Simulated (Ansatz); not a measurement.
This geometry of a periodic cell of 19 atoms, Al18H (surface Al(111), adsorbate H) is a first-order saddle point. Atoms 1 to 6 are held.

Theory: Ansatz, DFT PBEsol, scalar-relativistic, plane waves, PAW. Settings: cutoff 420 eV, k mesh 3x2x1, fermi-dirac smearing 0.1 eV, no spin polarisation.

```xyz
19
Lattice="5.7276 0.0000 0.0000 4.2957 7.4403 0.0000 0.0000 0.0000 17.6765" Properties=species:S:1:pos:R:3
Al 1.432 0.827 1.000
Al 4.296 0.827 1.000
Al 2.864 3.307 1.000
Al 5.728 3.307 1.000
Al 4.296 5.787 1.000
Al 7.159 5.787 1.000
Al -0.001 1.620 3.321
Al 2.863 1.626 3.317
Al 1.433 4.108 3.297
Al 4.289 4.115 3.317
Al 2.857 6.610 3.322
Al 5.732 6.604 3.317
Al 0.000 0.056 5.639
Al 2.851 0.030 5.672
Al 1.430 2.503 5.655
Al 4.285 2.465 5.650
Al 2.781 5.007 5.614
Al 5.781 4.989 5.615
H 4.282 4.482 6.516
```

Problem. Which two structures does it join? (They come from a converged band through this point; their orientation in space is the band's.)

Solution. The atom that moves furthest is H19, by 2.86 Å.

First end point:

```xyz
19
Lattice="5.7276 0.0000 0.0000 4.2957 7.4403 0.0000 0.0000 0.0000 17.6765" Properties=species:S:1:pos:R:3
Al 1.432 0.827 1.000
Al 4.296 0.827 1.000
Al 2.864 3.307 1.000
Al 5.728 3.307 1.000
Al 4.296 5.787 1.000
Al 7.159 5.787 1.000
Al 0.010 1.636 3.267
Al 2.855 1.662 3.319
Al 1.437 4.137 3.332
Al 4.289 4.135 3.335
Al 2.862 6.637 3.292
Al 5.732 6.605 3.316
Al 0.014 -0.019 5.647
Al 2.850 0.014 5.643
Al 1.356 2.422 5.613
Al 4.363 2.409 5.604
Al 2.855 5.084 5.624
Al 5.727 4.950 5.650
H 2.866 3.318 6.331
```

Last end point:

Only the atoms that move by more than 0.05 Å are listed.
```
Al9 1.441 4.116 3.267
Al13 -0.009 0.124 5.624
Al15 1.446 2.461 5.647
Al16 4.282 2.494 5.643
Al17 2.788 4.902 5.613
Al18 5.795 4.889 5.604
H19 4.298 5.798 6.331
```

Problem. How far does it lie above each of them?

Solution. 0.227 eV above the first and 0.227 eV above the second. This is the barrier of this one path; another mechanism may lie lower. Limits of this set-up: coarse k mesh, thin slab, slab without dipole correction, odd electron count without spin.

Run time: 16 min on 1 thread of Arm Neoverse V1, with other jobs on the host, peak memory 1.1 GiB.
